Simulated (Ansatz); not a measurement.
Set up this calculation in Ansatz 0.2.0, as the native input.

| Quantity | Value |
| --- | --- |
| Task | relaxation of cell and atoms |
| Functional | PBEsol |
| Potentials or basis | Ansatz PAW |
| Cutoff | 420 eV (not typed: the program's choice for these potentials) |
| k mesh | 10 × 10 × 6 |
| Occupations | fermi-dirac, width 0.05 eV |
| Spin | no spin polarisation |
| Hubbard terms | Ta d U = 2 eV |
| Hubbard projectors | ortho-atomic (the default) |
| Double counting | fll (the default) |

The system is Ta2N.

```xyz
3
Lattice="3.1129 0.0000 0.0000 -1.5564 2.6958 0.0000 0.0000 0.0000 4.8698" Properties=species:S:1:pos:R:3 pbc="T T T"
Ta    0.0000    1.7972    1.2404
Ta    1.5564    0.8986    3.6294
N     0.0000    0.0000    0.0000
```

The cell comes from a database or a generator and needn't be the stable form of this composition.

These files were run (other wordings do the same):

input.yaml

```yaml
crystal:
  lattice:
    - [3.112861506, 0.0, 0.0]
    - [-1.556430753, 2.6958171426, 0.0]
    - [0.0, 0.0, 4.869841]
  atoms:
    - { symbol: Ta, position: [0.3333333333, 0.6666666667, 0.254711] }
    - { symbol: Ta, position: [0.6666666667, 0.3333333333, 0.745289] }
    - { symbol: "N", position: [0.0, 0.0, 0.0] }
hamiltonian:
  xc: pbesol
  pseudopotentials: { kind: paw }
  hubbard: { sites: [{ species: Ta, l: d, u_eff: 2.0 }] }
kpoints:
  mp_grid: { grid: [10, 10, 6] }
scf:
  occupations: { method: fermi_dirac, width: 0.05 }
output:
  forces: true
  stress: true
  eigenvalues: true
  write_density: true
  write_potential: true
  elf: true
  volumetric_format: npy
relax:
  f_tol: 0.01
  max_steps: 40
  cell: { stress_tol: 0.05 }
```

Potentials or basis: Ansatz PAW.

Run with:

```console
$ ansatz run input.yaml --threads 2 --pin off --max-ram 5632MiB --backend cpu --events-out ev --progress --plain --runs-dir out
```

It gave:

The relaxed volume is 13.24 Å³/atom and the relaxed cell is a = 3.070 Å, b = 3.070 Å, c = 4.867 Å, α = 90.00°, β = 90.00°, γ = 120.00°. The space group after relaxing (to 0.05 Å) is P-3m1 (No. 164). The energy gained by relaxing is 10.5 meV/atom and the ionic steps are 9. The pressure after relaxing is 0.0 GPa and the band gap on the k mesh is none (metal or under the smearing width).

Caveat: the plane-wave basis is chosen anew once the cell has moved, so the energies of steps on either side of that aren't comparable; U without spin polarisation on a metal has little footing; the PAW data sets come from PBE, with cores solved anew for the run's functional, which leaves a small shift of forces and pressure.

Run time: 67 s on 2 threads of Intel(R) Xeon(R) Processor @ 2.50GHz (Skylake/Cascade Lake) (shared host), peak memory 0.44 GiB.
